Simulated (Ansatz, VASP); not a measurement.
**One calculation of BiTe, two programs**

```
Bi Te
1.0
     0.00000    3.26529    3.26529
     3.26529    0.00000    3.26529
     3.26529    3.26529    0.00000
Bi Te
1 1
Direct
  0.00000 0.00000 0.00000
  0.50000 0.50000 0.50000
```

Alike in both runs: task single point; functional r2SCAN; k mesh 12 × 12 × 12; occupations gaussian, width 0.1 eV; no spin polarisation.

|  | VASP | Ansatz |
| --- | --- | --- |
| version | VASP 6.6.1 | Ansatz 0.2.0 |
| potentials or method | VASP PAW PBE potentials, release 64 (Bi_d, Te) | scalar-relativistic, plane waves, PAW |
| plane-wave cutoff (eV) | 520 | 500 |
| valence electrons in the cell | 21 | 31 |

```csv
,VASP,Ansatz,Ansatz less VASP
gap on the k mesh at the Fermi level (eV),none,none,-
pressure (GPa),-1.4,-1.4,+0.03
```

A gap of «none» marks a metal or a gap that the smearing closes. The two sets of potentials don't hold the same shells in valence.

Caveats: the PAW data sets were made with another functional, which shifts forces and pressure a little (VASP); spin-orbit coupling is left out, which moves the levels of the heavy elements.
